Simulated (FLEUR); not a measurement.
## Gd under changes of volume

One of the cells (33.215 Å³/atom); the others are scaled copies at fixed shape and fractional positions:

```
Gd
1.0
    -2.02500    2.02500    2.02500
     2.02500   -2.02500    2.02500
     2.02500    2.02500   -2.02500
Gd
1
Direct
  0.00000 0.00000 0.00000
```

This isn't the form of Gd at room conditions, which is hcp.

- Program: FLEUR MaX-R8.1 (later development tree)
- Functional: PBEsol
- Potentials or basis: all-electron
- Basis: FLAPW
- Kmax: 4.1 1/bohr
- k mesh: 9 × 9 × 9
- Occupations: fermi-dirac, width 0.05 eV
- Spin: collinear spin, ferromagnetic start
- Starting moments: [7.0] μB

```tsv
volume (Å³/atom)	energy over the lowest point (meV/atom)	moment (μB per cell)
31.222	0.00	7.58
31.886	3.42	7.59
33.215	18.62	7.60
34.544	?	?
35.208	58.50	7.63
```

Q: What does the run at 34.544 Å³/atom give?

A: Energy over the lowest point 43.19 meV/atom; moment 7.62 μB per cell.

Worked out: A Birch-Murnaghan fit of order 2 (a polynomial in V^(-2/3)) to the other rows has its minimum at 30.85 Å³/atom, just outside them, with B0 = V·E''(V) = 38 GPa. It gives 43.25 meV/atom at 34.544 Å³/atom, against the run's 43.19. A straight line through the other rows of the moment, of slope 0.0122 μB per Å³/atom, gives 7.62 μB, against the run's 7.62.

Energies are extrapolated to zero smearing.
